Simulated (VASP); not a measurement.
# ZnO (Pm-3m) in VASP: phonons with PBEsol

Aim: the phonons of ZnO with PBEsol.

Everything below comes from runs of VASP 6.6.1. Logs are shortened: lines on timing, memory, paths and dates and some standing lists are left out, and cuts for length are marked.

### Step 1. Starting point

The structure is cubic, space group Pm-3m (No. 221). The conventional cell has a = 2.666 Å, b = 2.666 Å, c = 2.666 Å, α = 90.00°, β = 90.00°, γ = 90.00°. Zn (site symmetry m-3m) has 8 O at 2.31 Å as nearest neighbours. O (site symmetry m-3m) has 8 Zn at 2.31 Å as nearest neighbours.

Measurements of this composition are mostly on another form, of space group No. 186.

### Step 2. Phonons, PBEsol

INCAR

```
SYSTEM = ZnO
PREC     = Accurate       ! precision mode
ENCUT    = 520            ! plane-wave cutoff, eV
EDIFF    = 1E-8           ! SCF threshold, eV
ISMEAR   = -1             ! smearing method
SIGMA    = 0.15           ! smearing width, eV
LREAL    = .False.        ! projectors in reciprocal space
LASPH    = .True.         ! aspherical terms in the spheres
NELM     = 80             ! most SCF steps
ALGO     = Normal         ! electronic algorithm
ISIF     = 2              ! what is computed and relaxed
LWAVE    = .False.        ! write WAVECAR
LCHARG   = .True.         ! write CHGCAR
GGA      = PS             ! functional
NBANDS   = 16             ! bands
IBRION   = 8              ! ionic algorithm
NSW      = 1              ! ionic steps
```

KPOINTS

```
Automatic mesh
0
Gamma
  16 16 16
  0 0 0
```

POSCAR

```
ZnO
1.0
    2.6664000000      0.0000000000      0.0000000000
    0.0000000000      2.6664000000      0.0000000000
    0.0000000000      0.0000000000      2.6664000000
Zn O
1 1
Direct
    0.0000000000      0.0000000000      0.0000000000
    0.5000000000      0.5000000000      0.5000000000
```

Potentials or basis: VASP PAW PBE potentials, release 64 (Zn, O).

Launch:

```sh
$ cat potpaw_PBE.64/Zn/POTCAR potpaw_PBE.64/O/POTCAR > POTCAR
$ mpirun -np 1 vasp_std > vasp.out
```

OUTCAR:

```text
SYSTEM = ZnO
   PREC = Accurate
   ENCUT = 520
   EDIFF = 1E-8
   ISMEAR = -1
   LREAL = .False.
   LASPH = .True.
   NELM = 80
   ISIF = 2
   GGA = PS
   IBRION = 8
   NSW = 1

 ion  position               nearest neighbor table
   1  0.000  0.000  0.000-   2 2.31   2 2.31   2 2.31   2 2.31   2 2.31   2 2.31   2 2.31   2 2.31

   2  0.500  0.500  0.500-   1 2.31   1 2.31   1 2.31   1 2.31   1 2.31   1 2.31   1 2.31   1 2.31

  LATTYP: Found a simple cubic cell.
 ALAT       =     2.6664000000

  Lattice vectors:

 A1 = (   2.6664000000,   0.0000000000,   0.0000000000)
 A2 = (   0.0000000000,   2.6664000000,   0.0000000000)
 A3 = (   0.0000000000,   0.0000000000,   2.6664000000)

Analysis of symmetry for initial positions (statically):
=====================================================================
 Subroutine PRICEL returns:
 Original cell was already a primitive cell.

 Routine SETGRP: Setting up the symmetry group for a
 simple cubic supercell.

 Subroutine GETGRP returns: Found 48 space group operations
 (whereof 48 operations were pure point group operations)
 out of a pool of 48 trial point group operations.

The static configuration has the point symmetry O_h .

Analysis of symmetry for dynamics (positions and initial velocities):
=====================================================================
 Subroutine PRICEL returns:
 Original cell was already a primitive cell.

 Routine SETGRP: Setting up the symmetry group for a
 simple cubic supercell.

 Subroutine GETGRP returns: Found 48 space group operations
 (whereof 48 operations were pure point group operations)
 out of a pool of 48 trial point group operations.

The dynamic configuration has the point symmetry O_h .

 Subroutine INISYM returns: Found 48 space group operations
 (whereof 48 operations are pure point group operations),
 and found     1 'primitive' translations

----------------------------------------------------------------------------------------

                                     Primitive cell

  volume of cell :      18.9573

  direct lattice vectors                    reciprocal lattice vectors
     2.666400000  0.000000000  0.000000000     0.375037504  0.000000000  0.000000000
     0.000000000  2.666400000  0.000000000     0.000000000  0.375037504  0.000000000
     0.000000000  0.000000000  2.666400000     0.000000000  0.000000000  0.375037504

  length of vectors
     2.666400000  2.666400000  2.666400000     0.375037504  0.375037504  0.375037504

  position of ions in fractional coordinates (direct lattice)
     0.000000000  0.000000000  0.000000000
     0.500000000  0.500000000  0.500000000

  ion indices of the primitive-cell ions
   primitive index   ion index
                 1           1
                 2           2

----------------------------------------------------------------------------------------

 KPOINTS: Automatic mesh

Automatic generation of k-mesh.
 Grid dimensions read from file:
 generate k-points for:   16   16   16

 Generating k-lattice:

  Cartesian coordinates                     Fractional coordinates (reciprocal lattice)
     0.023439844  0.000000000  0.000000000     0.062500000  0.000000000  0.000000000
     0.000000000  0.023439844  0.000000000     0.000000000  0.062500000  0.000000000
     0.000000000  0.000000000  0.023439844     0.000000000  0.000000000  0.062500000

  Length of vectors
     0.023439844  0.023439844  0.023439844

  Shift w.r.t. Gamma in fractional coordinates (k-lattice)
     0.000000000  0.000000000  0.000000000

 Subroutine IBZKPT returns following result:
 ===========================================

 Found    165 irreducible k-points:

 Following reciprocal coordinates:
            Coordinates               Weight
  0.000000  0.000000  0.000000      1.000000
  0.062500  0.000000  0.000000      6.000000
  0.125000  0.000000  0.000000      6.000000
  0.187500  0.000000  0.000000      6.000000
  0.250000  0.000000  0.000000      6.000000
  0.312500  0.000000  0.000000      6.000000
[... 16 lines left out ...]
  0.437500  0.125000  0.000000     24.000000
  0.500000  0.125000  0.000000     12.000000
 [... further k-points ...]
   k-points           NKPTS =    165   k-points in BZ     NKDIM =    165   number of bands    NBANDS=     16
   number of dos      NEDOS =    301   number of ions     NIONS =      2
[... 19 lines left out ...]
   NSW    =      1    number of steps for IOM
   IBRION =      8    ionic relax: 0-MD 1-quasi-New 2-CG
   NFREE  =      0    steps in history (QN), initial steepest desc. (CG)
   ISIF   =      2    stress and relaxation
   ISYM   =      2    0-nonsym 1-usesym 2-fastsym
   POTIM  = 0.5000    time-step for ionic-motion
   TEBEG  =    0.0;   TEEND  =   0.0 temperature during run
   PSTRESS=    0.0 pullay stress
   NELECT =      18.0000    total number of electrons
   NUPDOWN=      -1.0000    fix difference up-down
   EMIN   =  10.00;   EMAX   =-10.00  energy-range for DOS
   EFERMI =   0.00;   METHOD = LEGACY
   ISMEAR =    -1;   SIGMA  =   0.15  broadening in eV -4-tet -1-fermi 0-gaus
   EFERMI_NEDOS =   21; number of points for ismear=-14 and -15
   IALGO  =     38    algorithm
   IMIX   =      4    mixing-type and parameters
     AMIX     =   0.40;   BMIX     =  1.00
     AMIX_MAG =   1.60;   BMIX_MAG =  1.00
  volume/ion in A,a.u.               =       9.48        63.97
  Fermi-wavevector in a.u.,A,eV,Ry     =   1.609065  3.040693 35.226728  2.589091
  Thomas-Fermi vector in A             =   2.704835
   LORBIT       =      0    0 simple, 1 ext, 2 COOP (PROOUT), +10 PAW based schemes
   GGA     = PS    functional components
   LHFCALC =     F    Hartree Fock is set to
   AEXX    =    0.0000 exact exchange contribution
   IVDW    =     0    specifies the selected vdW correction
   LEPSILON=     F    determine dielectric tensor
   LRPA    =     F    only Hartree local field effects (RPA)
 non-spin polarized calculation
  energy-cutoff  :      520.00
  volume of cell :       18.96
 maximum number of plane-waves:       536
 NGX is ok and might be reduce to    20
   NGX =  9   NGY =  9   NGZ =  9

--------------------------------------- Ionic step        1  -------------------------------------------

 number of electron      18.0000033 magnetization

 Free energy of the ion-electron system (eV)
  ---------------------------------------------------
  ext. energy  EPLUGINS =         0.00000000
  ---------------------------------------------------
  free energy    TOTEN  =        -8.36109043 eV

  energy without entropy =       -8.35314341  energy(sigma->0) =       -8.35711692

 E-fermi :   3.6950     XC(G=0): -12.8706

 val. band max:        3.6052511445   @ k =   0.0625   0.0625   0.0000
 cond. band min:       3.9697718765   @ k =   0.0625   0.0625   0.0625
 fundamental gap:      0.3645207320
 Fermi energy:         3.6950128005

 k-point     1 :       0.0000    0.0000    0.0000
  band No.  band energies     occupation
      1     -15.4151      2.00000
      2      -3.2711      2.00000
      3      -3.2711      2.00000
      4      -2.1068      2.00000
      5      -2.1068      2.00000
      6      -2.1068      2.00000
[... 433 lines left out ...]
      3      -3.0518      2.00000
      4      -2.7564      2.00000
      5      -2.6972      2.00000
      6      -2.1199      2.00000
[... 8 lines left out ...]
     15      25.1451      0.00000
     16      29.6553      0.00000

 [... further k-points ...]

------------------------ aborting loop because EDIFF is reached ----------------------------------------

  FORCE on cell =-STRESS in cart. coord.  units (eV):
  Direction    XX          YY          ZZ          XY          YZ          ZX
  --------------------------------------------------------------------------------------
  -------------------------------------------------------------------------------------
  Total       -0.3710904     -0.3710904     -0.3710904      0.0000000     -0.0000000      0.0000000
  in kB      -31.3627720    -31.3627720    -31.3627720      0.0000000     -0.0000000      0.0000000
  external PRESSURE =     -31.3627720 kB  Pullay stress =       0.0000000 kB

 VOLUME and BASIS-vectors are now :
 -----------------------------------------------------------------------------
  energy-cutoff  :      520.00
  volume of cell :       18.96
      direct lattice vectors                 reciprocal lattice vectors
     2.666400000  0.000000000  0.000000000     0.375037504  0.000000000  0.000000000
     0.000000000  2.666400000  0.000000000     0.000000000  0.375037504  0.000000000
     0.000000000  0.000000000  2.666400000     0.000000000  0.000000000  0.375037504

 POSITION                                       TOTAL-FORCE (eV/Angst)
 -----------------------------------------------------------------------------------
      0.00000      0.00000      0.00000         0.000000      0.000000      0.000000
      1.33320      1.33320      1.33320         0.000000      0.000000      0.000000
 -----------------------------------------------------------------------------------
    total drift:                                0.000000      0.000000      0.000000

  FREE ENERGIE OF THE ION-ELECTRON SYSTEM (eV)
  ---------------------------------------------------
  free  energy   TOTEN  =        -8.3610904323 eV

  energy  without entropy=       -8.3531434111  energy(sigma->0) =       -8.35711692

[... ionic steps 2 to 3 ...]

--------------------------------------- Ionic step        4  -------------------------------------------

------------------------ aborting loop because EDIFF is reached ----------------------------------------

[... ionic steps 5 to 6 ...]

--------------------------------------- Ionic step        7  -------------------------------------------

 Free energy of the ion-electron system (eV)
  ---------------------------------------------------
  ---------------------------------------------------
  free energy    TOTEN  =        -0.35466819 eV

  energy without entropy =       -0.35466819

------------------------ aborting loop because EDIFF is reached ----------------------------------------

 INTERNAL STRAIN TENSOR  FOR ION    2  DIRECTION 1   (eV/Angst):
 -----------------------------------------------------------------------------
    -0.10517 -0.00000  0.00000
    -0.00000  0.03967 -0.00000
    -0.00000 -0.00000  0.03967

 INTERNAL STRAIN TENSOR FOR ION    2 for displacements in x,y,z  (eV/Angst):
          X           Y           Z          XY          YZ          ZX
  --------------------------------------------------------------------------------
  x     0.00000     0.00000     0.00000     0.00000     0.00000     0.00000
  y     0.00000     0.00000     0.00000     0.00000     0.00000     0.00000
  z     0.00000     0.00000     0.00000     0.00000     0.00000     0.00000

 SECOND DERIVATIVES (NOT SYMMETRIZED)
 ------------------------------------
               1X          1Y          1Z          2X          2Y          2Z
  1X     0.569337   -0.000000   -0.000000   -0.569337    0.000000    0.000000
  1Y     0.000000    0.569337   -0.000000   -0.000000   -0.569337    0.000000
  1Z    -0.000000   -0.000000    0.569337    0.000000    0.000000   -0.569337
  2X    -0.637571    0.000000    0.000000    0.637571   -0.000000   -0.000000
  2Y    -0.000000   -0.637571    0.000000    0.000000    0.637571   -0.000000
  2Z     0.000000   -0.000000   -0.637571   -0.000000    0.000000    0.637571

 Eigenvectors and eigenvalues of the dynamical matrix
 ----------------------------------------------------

   1 f  =    0.074814 THz     0.470071 2PiTHz    2.495528 cm-1     0.309406 meV
             X         Y         Z           dx          dy          dz
      0.000000  0.000000  0.000000    -0.000000   -0.905748   -0.000000
      1.333200  1.333200  1.333200    -0.000000   -0.423817    0.000000
[... 21 lines left out ...]
   6 f/i=    3.445641 THz    21.649600 2PiTHz  114.934209 cm-1    14.250019 meV
             X         Y         Z           dx          dy          dz
      0.000000  0.000000  0.000000     0.000000    0.423817    0.000000
      1.333200  1.333200  1.333200     0.000000   -0.905748    0.000000

--------------------------------------------------------------------------------------------------------

 ELASTIC MODULI CONTR FROM IONIC RELAXATION (kBar)
 Direction    XX          YY          ZZ          XY          YZ          ZX
 --------------------------------------------------------------------------------
 XX           0.0000      0.0000      0.0000      0.0000      0.0000      0.0000
 YY           0.0000      0.0000      0.0000      0.0000      0.0000      0.0000
 ZZ           0.0000      0.0000      0.0000      0.0000      0.0000      0.0000
 XY           0.0000      0.0000      0.0000      0.0000      0.0000      0.0000
 YZ           0.0000      0.0000      0.0000      0.0000      0.0000      0.0000
 ZX           0.0000      0.0000      0.0000      0.0000      0.0000      0.0000
 --------------------------------------------------------------------------------
```

It took 98 s on 1 thread of Intel Xeon 6975P-C (Granite Rapids), shared host; peak memory 0.39 GiB.

Results:

```
Highest phonon frequency at Γ, LO-TO splitting left out : 2 cm⁻¹
Most unstable mode                                      : 115i cm⁻¹
```

Phonon frequencies in cm⁻¹ (negative: imaginary):
```csv
q point,frequencies
"(0.000, 0.000, 0.000)",-115 -115 -115 2 2 2
```

Caveat: the atoms weren't relaxed first, which shifts response properties; some modes are imaginary; the PAW data sets were made with another functional, which shifts forces and pressure a little.
